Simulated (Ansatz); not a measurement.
WS2:

```
W S
1.0
     1.57900    0.91164    6.16333
    -1.57900    0.91164    6.16333
     0.00000   -1.82327    6.16333
W S
1 2
Direct
  0.00000 0.00000 0.00000
  0.58100 0.58100 0.58100
  0.75030 0.75030 0.75030
```

Measurements of this composition are mostly on another form, of space group No. 194.

```yaml
Program: Ansatz 0.2.0
Task: relaxation of cell and atoms
Functional: HSE06
Potentials_or_basis: Ansatz PAW
Cutoff: "420 eV (not typed: the program's choice for these potentials)"
k_mesh: 6 × 6 × 6
Occupations: fermi-dirac, width 0.05 eV
Spin: no spin polarisation
```

At the start: volume 17.74 Å³/atom.

Q: How do energy, volume and symmetry change on relaxing?

A: It ends after 14 steps and the volume is 20.98 Å³/atom (+18.2 %); space group R3m (No. 160, to 0.05 Å).

The path:
| step | energy change (eV) | largest force (eV/Å) | volume (Å³) |
| --- | --- | --- | --- |
| 1 | 0.0000 | 0.6512 | 53.23 |
| 2 | -0.0215 | 0.6260 | 56.85 |
| 3 | -0.0447 | 0.0627 | 56.90 |
| 4 | -0.0487 | 0.0086 | 57.99 |
| 5 | -0.0509 | 0.0077 | 59.71 |
| 6 | -0.0509 | 0.0001 | 60.04 |
| 7 | -0.0509 | 0.0007 | 60.23 |
| 8 | -0.0544 | 0.0016 | 60.23 |
| 9 | -0.0548 | 0.0127 | 61.14 |
| 10 | -0.0549 | 0.0241 | 62.34 |
| 11 | -0.0549 | 0.0011 | 62.47 |
| 12 | -0.0548 | 0.0057 | 62.80 |
| 13 | -0.0548 | 0.0038 | 62.94 |
| 14 | -0.0555 | 0.0039 | 62.94 |

Final structure:
```
W S
1.0
     1.57886    0.91156    7.28872
    -1.57886    0.91156    7.28872
     0.00000   -1.82311    7.28872
W S
1 2
Direct
  0.99932 0.99932 0.99932
  0.59473 0.59473 0.59473
  0.73725 0.73725 0.73725
```

Caveat: the volume moved by over 15 % at a fixed basis, so the end points are rough; the plane-wave basis is chosen anew once the cell has moved, so the energies of steps on either side of that aren't comparable; the PAW data sets come from PBE, with cores solved anew for the run's functional, which leaves a small shift of forces and pressure.
